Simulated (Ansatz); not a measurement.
NaF in the zincblende structure, relaxed with r2SCAN: 5 runs in the PAW code Ansatz, each a calculation of independent-particle optics. Space group F-43m (No. 216), cubic; conventional cell a = 5.063 Å, 16.22 Å³ an atom. Around Na lie 4 F at 2.19 Å; around F lie 4 Na at 2.19 Å. (Calculated; spin-unpolarised; the phase may be known or hypothetical.)

```yaml
crystal:
  lattice:
    - [0.00000, 2.53126, 2.53126]
    - [2.53126, 0.00000, 2.53126]
    - [2.53126, 2.53126, 0.00000]
  atoms:
    - { symbol: Na, position: [0.00000, 0.00000, 0.00000] }
    - { symbol: F, position: [0.25000, 0.25000, 0.25000] }
```

On meshes this coarse, single peaks can be features of the mesh. No local fields, no excitons; the zone sum runs over the cells of the mesh, and ε∞ includes the bands left out of the spectrum. Up to four peaks are listed, those above 15 % of the tallest and inside the complete range; the four can differ from row to row. Rows marked drawn have settings drawn at random (some not listed).

```tsv
functional	k mesh	broadening (eV)	scissors (eV)	range (eV)	settings	direct gap on the mesh before scissors (eV)	ε∞ xx	ε∞ yy	ε∞ zz	complete up to (eV)	tallest peaks of mean ε₂ (eV)
PBE	6×6×6	0.1	0.00	0–21	chosen	5.63	1.75	1.75	1.75	21.0	10.15 10.95 12.25 17.25
r2SCAN	6×6×6	0.1	0.00	0–21	chosen	6.26	1.67	1.67	1.67	21.0	10.70 11.45 13.00 18.25
PBE	6×6×6	0.1	2.04 (to HSE06)	0–21	chosen	5.63	1.65	1.65	1.65	21.0	12.20 13.00 14.30 19.30
LDA	8×8×8	0.03	0.60	2–20	drawn	5.33	1.76	1.76	1.76	20.0	10.40 11.20 12.60 17.60
PBEsol	6×6×6	0.03	0.60	0–10	drawn	5.58	1.73	1.73	1.73	10.0	none
```
